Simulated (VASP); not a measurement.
Al8P7 (a cell with a defect), 15 atoms in the cell. The cell holds a defect, 15 atoms: a = 7.676 Å, b = 7.676 Å, c = 7.676 Å, α = 60.00°, β = 60.00°, γ = 60.00°. 

- Program: VASP 6.6.1
- Task: single point
- Functional: PBE
- Potentials or basis: VASP PAW PBE potentials, release 64 (Al, P)
- Cutoff: 520 eV
- k mesh: 2 × 2 × 2
- Occupations: gaussian, width 0.1 eV
- Spin: no spin polarisation
- Dipole correction: no
- Further INCAR settings: LREAL = Auto; ALGO = Fast; EDIFF = 1e-07; NBANDS = 42

Potentials or basis: VASP PAW PBE potentials, release 64 (Al, P).

Launch:

```bash
$ cat potpaw_PBE.64/Al/POTCAR potpaw_PBE.64/P/POTCAR > POTCAR
$ mpirun -np 1 vasp_std > vasp.out
```

Hardware: 1 thread of Intel(R) Xeon(R) Platinum 8259CL CPU @ 2.50GHz (Skylake/Cascade Lake), on a shared host.

**Question.** Estimate the wall time of this run.

**Answer.** Wall time 4.5 min on 1 thread of Intel(R) Xeon(R) Platinum 8259CL CPU @ 2.50GHz (Skylake/Cascade Lake) (shared host), peak memory 0.48 GiB. Counts: scf iterations 19, k points 8.
